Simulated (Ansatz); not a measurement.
**BN (P6_3/mmc), frozen normal mode**

Level of theory: DFT PBE, scalar-relativistic, plane waves, PAW (Ansatz). Settings: plane waves to 420 eV, k-mesh 12×12×4 (Γ-centred), Gaussian smearing 0.05 eV. No spin polarisation. Energies are free energies at this smearing, counted from the undisturbed cell; pressure is positive in compression.

The starting cell (as given, not relaxed at this level; it stands at 3.3 GPa):

```yaml
crystal:
  lattice:
    - [2.50399, 0.00000, 0.00000]
    - [-1.25200, 2.16852, 0.00000]
    - [0.00000, 0.00000, 6.66120]
  atoms:
    - { symbol: B, position: [0.33333, 0.66667, 0.25000] }
    - { symbol: B, position: [0.66667, 0.33333, 0.75000] }
    - { symbol: N, position: [0.33333, 0.66667, 0.75000] }
    - { symbol: N, position: [0.66667, 0.33333, 0.25000] }
```

The cell holds layers and no dispersion correction was added, so their binding is poorly described.

A zone-centre mode of this cell is frozen in: each atom moves by x times its row below, so x is the largest displacement.
```
atom ux uy uz
  B1   1.000  0.000  0.000
  B2   0.000  0.000  0.000
  N3   0.000  0.000  0.000
  N4  -0.772  0.000  0.000
```

| x (Å) | ΔE (meV/cell) |
| --- | --- |
| -0.3000 | 6770.4 |
| -0.1500 | 1508.3 |
| 0.0000 | 0.0 |
| 0.0375 | 91.7 |
| 0.0750 | 368.9 |
| 0.1125 | 837.4 |
| 0.1875 | 2400.2 |
| 0.2250 | 3543.2 |
| 0.2625 | 4981.7 |

Problem. Predict the pressure (GPa) at each point.

Solution.
| x (Å) | pressure (GPa) |
| --- | --- |
| -0.3000 | 62.0 |
| -0.1500 | 17.2 |
| 0.0000 | 3.3 |
| 0.0375 | 4.2 |
| 0.0750 | 6.7 |
| 0.1125 | 11.0 |
| 0.1875 | 25.2 |
| 0.2250 | 35.3 |
| 0.2625 | 47.5 |